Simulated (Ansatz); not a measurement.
The system is ZnCu2SnS4.

```
CELL_PARAMETERS angstrom
-2.71710 2.71710 5.42480
2.71710 -2.71710 5.42480
2.71710 2.71710 -5.42480
ATOMIC_POSITIONS crystal
Sn 0.50000 0.50000 0.00000
Zn 0.25000 0.75000 0.50000
Cu 0.75000 0.25000 0.50000
Cu 0.00000 0.00000 0.00000
S 0.62799 0.62839 0.51280
S 0.88481 0.37201 0.00040
S 0.11559 0.11519 0.48720
S 0.37161 0.88441 0.99960
```

- Program: Ansatz 0.2.0
- Task: relaxation of cell and atoms
- Functional: PBEsol
- Potentials or basis: Ansatz PAW
- Cutoff: 420 eV (not typed: the program's choice for these potentials)
- k mesh: 7 × 7 × 7
- Occupations: fermi-dirac, width 0.05 eV
- Spin: no spin polarisation

At the start: volume 20.02 Å³/atom.

**Question.** How do energy, volume and symmetry change on relaxing?

**Answer.** It ends after 5 steps and the volume is 19.41 Å³/atom (-3.1 %); space group I-4 (No. 82, to 0.05 Å).

The path:
| step | energy change (eV) | largest force (eV/Å) | volume (Å³) |
| --- | --- | --- | --- |
| 1 | 0.0000 | 0.6610 | 160.20 |
| 2 | -0.0931 | 0.2803 | 158.27 |
| 3 | -0.1233 | 0.0313 | 154.37 |
| 4 | -0.1245 | 0.0085 | 155.28 |
| 5 | -0.1229 | 0.0087 | 155.28 |

Final structure:
```xyz
8
Lattice="-2.6877 2.6877 5.3737 2.6877 -2.6877 5.3737 2.6877 2.6877 -5.3737" Properties=species:S:1:pos:R:3 pbc="T T T"
Sn    0.0000    0.0000    5.3737
Zn    2.6877    0.0000    2.6868
Cu    0.0000    2.6877    2.6868
Cu    0.0000    0.0000    0.0000
S     1.3956    1.4431    3.9768
S    -1.4431    1.3956    6.7706
S     1.2921    1.2447   -1.3969
S     4.1308    1.2921    1.3969
```

Caveat: the plane-wave basis is chosen anew once the cell has moved, so the energies of steps on either side of that aren't comparable; the PAW data sets come from PBE, with cores solved anew for the run's functional, which leaves a small shift of forces and pressure.
